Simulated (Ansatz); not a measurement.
# Be16HS16: the cost of one run

Program: Ansatz 0.2.0. Level of theory: DFT PBEsol, scalar-relativistic, plane waves, PAW. These are calculated values, not measurements.

## Step 1: The system as given

Symmetry: F-43m, No. 216, cubic system. The conventional cell has a = 4.838 Å, b = 4.838 Å, c = 4.838 Å, α = 90.00°, β = 90.00°, γ = 90.00°. Be (site symmetry -43m) has 4 S at 2.09 Å as nearest neighbours. S (site symmetry -43m) is surrounded by 4 Be at 2.09 Å.

As a file:

```cif
data_structure
_symmetry_space_group_name_H-M 'F-43m'
_symmetry_Int_Tables_number 216
_cell_length_a 4.8377
_cell_length_b 4.8377
_cell_length_c 4.8377
_cell_angle_alpha 90.000
_cell_angle_beta 90.000
_cell_angle_gamma 90.000
_cell_volume 113.22
loop_
_atom_site_label
_atom_site_type_symbol
_atom_site_symmetry_multiplicity
_atom_site_Wyckoff_symbol
_atom_site_fract_x
_atom_site_fract_y
_atom_site_fract_z
_atom_site_occupancy
Be1 Be 4 a 0.00000 0.00000 0.00000 1
S1 S 4 c 0.25000 0.25000 0.25000 1
```

It goes back to an entry of the Materials Project.

This cell was relaxed beforehand with the same method: volume 14.15 Å³/atom, gap on the mesh 2.91 eV.

## Step 2: Relaxing the first end

The supercell's rows are 1 1 -3; -3 1 1; 1 1 1 in vectors of the relaxed cell. Atom 33 is the H that will move.

input.yaml

```yaml
crystal:
  lattice:
    - [-4.8377076239, -4.8377076239, 4.8377076239]
    - [4.8377076239, -4.8377076239, -4.8377076239]
    - [4.8377076239, 4.8377076239, 4.8377076239]
  atoms:
    - { symbol: Be, position: [0.0, 0.75, 0.25] }
    - { symbol: Be, position: [0.75, 0.75, 0.5] }
    - { symbol: Be, position: [0.25, 0.5, 0.25] }
    - { symbol: Be, position: [0.0, 0.5, 0.5] }
    - { symbol: Be, position: [0.75, 0.5, 0.75] }
    - { symbol: Be, position: [0.5, 0.75, 0.75] }
    - { symbol: Be, position: [0.25, 0.75, 0.0] }
    - { symbol: Be, position: [0.75, 1.0, 0.25] }
    - { symbol: Be, position: [0.5, 0.25, 0.25] }
    - { symbol: Be, position: [0.25, 0.25, 0.5] }
    - { symbol: Be, position: [0.0, 0.25, 0.75] }
    - { symbol: Be, position: [0.75, 0.25, 0.0] }
    - { symbol: Be, position: [0.5, 0.5, 0.0] }
    - { symbol: Be, position: [0.5, 0.0, 0.5] }
    - { symbol: Be, position: [0.25, 0.0, 0.75] }
    - { symbol: Be, position: [0.0, 0.0, 0.0] }
    - { symbol: S, position: [0.25, 0.75, 0.75] }
    - { symbol: S, position: [0.0, 0.75, 0.0] }
    - { symbol: S, position: [0.5, 0.5, 0.75] }
    - { symbol: S, position: [0.25, 0.5, 0.0] }
    - { symbol: S, position: [0.0, 0.5, 0.25] }
    - { symbol: S, position: [0.75, 0.75, 0.25] }
    - { symbol: S, position: [0.5, 0.75, 0.5] }
    - { symbol: S, position: [0.0, 0.0, 0.75] }
    - { symbol: S, position: [0.75, 0.25, 0.75] }
    - { symbol: S, position: [0.5, 0.25, 0.0] }
    - { symbol: S, position: [0.25, 0.25, 0.25] }
    - { symbol: S, position: [0.0, 0.25, 0.5] }
    - { symbol: S, position: [0.75, 0.5, 0.5] }
    - { symbol: S, position: [0.75, 0.0, 0.0] }
    - { symbol: S, position: [0.5, 0.0, 0.25] }
    - { symbol: S, position: [0.25, 0.0, 0.5] }
    - { symbol: H, position: [-0.0043235088, 0.0008731449, 0.2428075411] }
total_charge: 1
basis:
  ecutwfc: 420
  xc_grid: 2
kpoints:
  mp_grid: { grid: [2, 2, 2], shift: [0.5, 0.5, 0.5] }
hamiltonian:
  xc: pbesol
scf:
  occupations: { method: gaussian, width: 0.02 }
output:
  forces: true
  stress: false
  eigenvalues: true
  write_density: true
  write_potential: true
  elf: true
  volumetric_format: npy
relax:
  adjacent_minimum: "off"
  f_tol: 0.02
  max_steps: 60
```

Run with:

```bash
$ ansatz run input.yaml --threads 4 --pin off --max-ram 8192MiB --backend cpu --events-out ev --progress --plain --runs-dir out
```

What time and memory should one allow on 4 threads of Arm Neoverse N1, shared host?

About 2.9 min, with a peak of 1.1 GiB.
